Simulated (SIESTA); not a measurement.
Set up this calculation in SIESTA 5.4.2, as the native input.

| Quantity | Value |
| --- | --- |
| Task | phonons |
| Functional | PBEsol |
| Potentials or basis | PseudoDojo 0.4 standard (PBE files) |
| Basis | DZP (energy shift 0.003 Ry; two zetas on semicore shells) |
| Grid cutoff | 1200 Ry |
| Energy shift | 0.003 Ry |
| k mesh | 8 × 8 × 4 |
| Occupations | fermi-dirac, width 0.05 eV |
| Spin | no spin polarisation |
| Displacement | 0.04 bohr |

The system is Ir.

```
CELL_PARAMETERS angstrom
2.73743 0.00000 0.00000
-1.36871 2.37068 0.00000
0.00000 0.00000 4.40310
ATOMIC_POSITIONS crystal
Ir 0.33333 0.66667 0.25000
Ir 0.66667 0.33333 0.75000
```

This isn't the form of Ir at room conditions, which is fcc.

The cell isn't the ideal one: relaxed by the run before.

One way to write it, as run:

Ir.fdf

```
SystemName                      Ir
SystemLabel                     Ir
NumberOfSpecies                 1
NumberOfAtoms                   2
%block ChemicalSpeciesLabel
  1  77 Ir
%endblock ChemicalSpeciesLabel

LatticeConstant                 1.0 Ang
%block LatticeVectors
     2.7374290000    -0.0000010000     0.0000000000
    -1.3687150000     2.3706830000     0.0000000000
     0.0000000000     0.0000000000     4.4031000000
%endblock LatticeVectors
AtomicCoordinatesFormat         Fractional
%block AtomicCoordinatesAndAtomicSpecies
     0.3333330000     0.6666670000     0.2500000000  1  Ir
     0.6666670000     0.3333330000     0.7500000000  1  Ir
%endblock AtomicCoordinatesAndAtomicSpecies

%block kgrid.MonkhorstPack
    8   0   0  0.0
    0   8   0  0.0
    0   0   4  0.0
%endblock kgrid.MonkhorstPack
XC.Functional                   GGA
XC.Authors                      PBEsol
PAO.BasisSize                   DZP
PAO.EnergyShift                 0.003 Ry
Mesh.Cutoff                     1200 Ry
OccupationFunction              FD
ElectronicTemperature           0.05 eV
MaxSCFIterations                120
SCF.MustConverge                false
SCF.Mixer.Method                Pulay
SCF.Mixer.Weight                0.25
SCF.Mixer.History               8
SCF.DM.Tolerance                1.0e-05
SCF.H.Tolerance                 1.0e-04 eV
WriteForces                     true
Charge.Mulliken                 end
MD.TypeOfRun                    FC
FC.First                        1
FC.Last                         2
FC.Displacement                 0.04 Bohr
%block PAO.Basis
  Ir 5
  n=5 0 2
    2.799 0.000
  n=6 0 2
    6.762 0.000
  n=5 1 2
    3.326 0.000
  n=6 1 1
    6.762
  n=5 2 2
    5.613 0.000
%endblock PAO.Basis
```

vibra.fdf

```
SystemLabel                     Ir
NumberOfAtoms                   2
LatticeConstant                 1.0 Ang
%block LatticeVectors
     2.7374290000    -0.0000010000     0.0000000000
    -1.3687150000     2.3706830000     0.0000000000
     0.0000000000     0.0000000000     4.4031000000
%endblock LatticeVectors
AtomicCoordinatesFormat         NotScaledCartesianAng
%block AtomicCoordinatesAndAtomicSpecies
    -0.0000017020     1.5804557902     1.1007750000 1 192.2170
     1.3687157020     0.7902262098     3.3023250000 1 192.2170
%endblock AtomicCoordinatesAndAtomicSpecies
SuperCell_1                     0
SuperCell_2                     0
SuperCell_3                     0
AtomicDispl                     0.04 Bohr
BandLinesScale                  ReciprocalLatticeVectors
%block BandLines
  1  0.0 0.0 0.0  \Gamma
%endblock BandLines
```

Potentials or basis: PseudoDojo 0.4 standard (PBE files), DZP (energy shift 0.003 Ry; two zetas on semicore shells).

Launch:

```sh
$ siesta Ir.fdf > Ir.out 2>&1
$ vibra < vibra.fdf > vibra.out
```

Results of the run:

```
Highest phonon frequency at Γ : 227 cm⁻¹
```

It took 8.7 min on 1 thread of Arm Neoverse V1, on a shared host, peak memory 0.31 GiB.
